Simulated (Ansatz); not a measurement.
# Ga: the cost of one run

Program: Ansatz 0.2.0. Level of theory: DFT PBE, scalar-relativistic. These are calculated values, not measurements.

## (1) Starting point

Symmetry: I4/mmm, No. 139, tetragonal system. Conventional cell: a = 2.808 Å, b = 2.808 Å, c = 4.458 Å, α = 90.00°, β = 90.00°, γ = 90.00°. Ga (site symmetry 4/mmm) has 12 Ga at 2.81 to 2.99 Å as nearest neighbours.

As a file:

```
Ga
1.0
    -1.40400    1.40400    2.22900
     1.40400   -1.40400    2.22900
     1.40400    1.40400   -2.22900
Ga
1
Direct
  0.00000 0.00000 0.00000
```

## (2) After the deformation

Space group I4/mmm before, I4/mmm after.

## (3) Full-potential LAPW

Input file input.yaml:

```yaml
crystal:
  lattice:
    - [-1.404, 1.404, 2.27358]
    - [1.404, -1.404, 2.27358]
    - [1.404, 1.404, -2.27358]
  atoms:
    - { symbol: Ga, position: [0.0, 0.0, 0.0] }
kpoints:
  mp_grid: { grid: [14, 14, 16] }
  band_path:
    path:
      - [0.0, 0.0, 0.0]
      - [0.0, 0.0, 0.5]
      - [0.25, 0.25, 0.25]
      - [0.0, 0.5, 0.0]
      - [0.0, 0.0, 0.0]
      - [0.5, 0.5, -0.5]
      - [0.3453353014, 0.6546646986, -0.3453353014]
      - [-0.3453353014, 0.3453353014, 0.3453353014]
      - [0.0, 0.0, 0.0]
    npoints: 5
scf:
  occupations: { method: fermi_dirac, width: 0.05 }
hamiltonian:
  xc: pbe
  pseudopotentials: { kind: all_electron, lapw: { basis_error: 0.00025 } }
output:
  forces: true
  stress: true
  eigenvalues: true
```

The run is started by

```console
ansatz run input.yaml --threads 1 --pin off --max-ram 3072MiB --backend cpu --events-out ev --progress --plain --runs-dir out
```

Q: Estimate wall time and peak memory on 1 thread of Arm Neoverse V1, shared host.

About 58 s, with a peak of 0.83 GiB.
